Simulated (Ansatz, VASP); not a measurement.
**Two plane-wave programs on Pt**

```
Pt
1.0
     0.00000    1.99314    1.99314
     1.99314    0.00000    1.99314
     1.99314    1.99314    0.00000
Pt
1
Direct
  0.00000 0.00000 0.00000
```

Alike in both runs: functional revPBE; k mesh 18 × 18 × 18; occupations gaussian, width 0.1 eV; no spin polarisation.

Ansatz relaxed the structure, and its values are those at the end. VASP's run is a single point on that final structure, the one shown.

|  | VASP | Ansatz |
| --- | --- | --- |
| version | VASP 6.6.1 | Ansatz 0.2.0 |
| potentials or method | VASP PAW PBE potentials, release 64 (Pt) | scalar-relativistic, plane waves, PAW |
| plane-wave cutoff (eV) | 520 | 420 |
| valence electrons in the cell | 10 | 18 |

```tsv
	VASP	Ansatz	Ansatz less VASP
gap on the k mesh at the Fermi level (eV)	none	none	-
pressure (GPa)	-0.5	0.0	+0.49
```

A gap of «none» marks a metal or a gap that the smearing closes. With one functional, cell and mesh, what is left measures potentials, basis and numerics. The two sets of potentials don't hold the same shells in valence.

Caveats: the PAW data sets were made with another functional, which shifts forces and pressure a little (VASP). The runs have no spin-orbit coupling, so splittings on Pt are missing.
